**Question.** PtSe₂ is a layered semimetal: its highest valence band and lowest conduction band overlap slightly in energy. The table follows a density-functional calculation on a fixed cell as the k-mesh is refined. The three numbers in "sweep value" are the divisions along the two in-plane directions and along c, the stacking direction. Energies are counted from the 6,6,4 mesh, and "force miss" is the size of the largest difference in a force component from that mesh.

Quantum ESPRESSO 7.5 calculations with the PBE functional for a fixed 3-atom cell of PtSe₂, without dispersion correction, spin polarisation or spin-orbit coupling. All runs use PseudoDojo 0.4 SR PBE stringent pseudopotentials, a plane-wave cutoff of 1415 eV and Gaussian smearing of 0.05 eV. Energies are free energies, which include the smearing term.

| sweep value | energy less tightest (meV/atom) | pressure (GPa) | gap (eV) | force miss (eV/Å) |
| --- | --- | --- | --- | --- |
| 1,1,1 | 3268.3 | 32.21 | 0.416 | 3.240 |
| 2,2,1 | -152.3 | 4.42 | 0.114 | 1.570 |
| 2,2,2 | -79.4 | 6.02 | 0.135 | 1.675 |
| 3,3,2 | -27.8 | 7.04 | 0.000 | 0.079 |
| 4,4,3 | -18.1 | 6.96 | 0.000 | 0.053 |
| 5,5,4 | -3.6 | 7.18 | 0.000 | 0.055 |
| 6,6,4 | 0.0 | 7.31 | 0.000 | 0.000 |

Three explanations are offered for the errors of the coarse meshes.

A. They miss the band overlap and so treat a semimetal as an insulator.

B. They contain too few points in total, whatever the direction.

C. They sample the filled bands too coarsely, and each direction has its own error.

Decide between them as far as the numbers allow.

**Model answer**

Explanation A is tempting because the first three meshes show a gap, and the force miss collapses just when that gap vanishes. The energies can test it. In a semimetal, electrons leave the top of the valence band for lower-lying states at the bottom of the conduction band, and this transfer lowers the energy. A mesh that overlooks it should therefore lie too high.

The meshes 2,2,1 and 2,2,2 both have a false gap, yet they lie 152 and 79 meV/atom too low. Some other error must act in the opposite direction and outweigh the missed overlap. The 1,1,1 mesh does lie too high, but by 9.8 eV per cell, far more than a small pocket of carriers can account for. Explanation A thus fails as the main cause of the energy errors.

Explanation B can be turned into a simple rule. Let N be the product of the three divisions. Each point then stands for a share 1/N of the range of k, and the error is taken as proportional to that share. Since the table counts from 6,6,4, where N = 144, the same error of that mesh must be subtracted:

energy less tightest ≈ −635 meV/atom × (1/N − 1/144)

The constant was fitted to the five meshes from 2,2,1 to 5,5,4. For 2,2,2, one of the fitted rows, N = 8 and the bracket is 0.125 − 0.007 = 0.118. The rule gives −75 meV/atom, against −79 in the table.

That looks like success for B, but the force doesn't follow the same rule. Going from 2,2,1 to 2,2,2 doubles the points along c only. The rule would halve the force miss, whereas it stays near 1.6 eV/Å. The next step, to 3,3,2, refines only the plane, and the miss falls by a factor of 21. This suggests that it matters where the points are added, not just how many there are. Two meshes with equal numbers of points, divided differently between the directions, would test this directly.

Explanation C leaves room for such a difference between directions. Along any direction, a band energy can be written as a constant plus waves in k, and the wave of order m describes electrons linked over m cells. The true average over a filled band keeps only the constant. A mesh with n divisions also removes the waves, except those of order n, 2n, 3n and so on. These have the same value at every mesh point, so the mesh mistakes them for part of the constant.

One division therefore removes no wave at all, two leave the even orders, and three leave every third. Links between distant cells are weak, so the error shrinks as n grows, though it may have either sign. The distance that counts is n times the cell edge, which is why a longer edge needs fewer divisions.

Energy and force weight these waves differently, because a force measures how the bands change when an atom moves. Doubling the points along c raises the energy by 73 meV/atom, against 52 meV/atom for the following in-plane step. The two aren't a like-for-like comparison, since the plane already had two divisions and c only one, but the change along c is clearly not small. Contact between selenium atoms of neighbouring layers gives the bands a real dispersion along c, so that direction can't be neglected even in a layered crystal. Of the three explanations, C is thus the best supported, though the table doesn't prove it.

**Remarks on the reasoning**

The good fit in B deserves little weight. An exponential decay with the shortest repeat length, n times the edge, follows the same five energies almost as well, so they don't settle the form of convergence. The 1/N rule also gives only about half the error at 4,4,3 and at 5,5,4. It fails completely for 1,1,1, which was left out of the fit because a single point resolves no dispersion.

For the forces, the table alone can't rule out A, though a small pocket of carriers would hardly be expected to shift a force by more than 1 eV/Å. The step to 3,3,2 both refines the plane and closes the gap, so better averaging and the newly found overlap can't be separated there. The overlap may also cause the uneven progress of the finer meshes, as its small pockets fall on or between mesh points, but this is a guess. Spin-orbit coupling, left out here, could change those pockets.

In practice, a vanished gap is no sign of convergence. The 5,5,4 mesh agrees with 6,6,4 to 4 meV/atom, yet its force still differs by 0.055 eV/Å. The last step leaves the divisions along c unchanged, so 6,6,4 is a reference rather than a proven limit. Each direction should be tested separately, on the quantity that is needed. The output below gives both fits and the step-by-step comparisons.

Numerical output:

```
fit of en on 5 rows ((npts > 1) & (npts < nlast)): coefficient of 1/npts - 1/nlast -635.2 +/- 20; rms 4.94, worst 4,4,3 9.28, leave-one-out rms 6.62
  rows outside the fit (model, value, miss): 1,1,1 -630.8, 3268, -3899; 6,6,4 0, 0, 0
fit of en on 5 rows ((npts > 1) & (npts < nlast)): coefficient of exp(-rep/s) - exp(-replast/s) -638.9 +/- 28, s 3.567; rms 5.93, worst 4,4,3 10.5, leave-one-out rms 9.35
  rows outside the fit (model, value, miss): 1,1,1 -222.7, 3268, -3491; 6,6,4 0, 0, 0
Energy less tightest in meV/atom:
    row  points  shortest repeat in angstrom  computed  1/N rule  exponential rule
  1,1,1       1                        3.724      3268    -630.8            -222.7
  2,2,1       4                        5.062    -152.3    -154.4            -152.4
  2,2,2       8                        7.448     -79.4    -74.98            -76.98
  3,3,2      18                        10.12     -27.8    -30.88             -35.2
  4,4,3      48                         14.9     -18.1    -8.822            -7.622
  5,5,4     100                        18.62      -3.6    -1.941            -1.265
  6,6,4     144                        20.25         0         0                 0
Energy error of 1,1,1 per cell of three atoms, eV: 9.805
Energy error of 1,1,1 per cell divided by its false gap: 23.57
Energy change on doubling points along c (2,2,1 to 2,2,2), meV/atom: 72.9
Energy change on going from 2 to 3 in the plane (2,2,2 to 3,3,2), meV/atom: 51.6
Pressure change on doubling points along c, GPa: 1.6
Pressure change on going from 2 to 3 in the plane, GPa: 1.02
Force miss of 2,2,2 over that of 2,2,1, computed: 1.067
The same ratio by the 1/N rule: 0.4857
Force miss of 2,2,2 over that of 3,3,2, computed: 21.2
The same ratio by the 1/N rule (2,2,2 over 3,3,2): 2.429
```
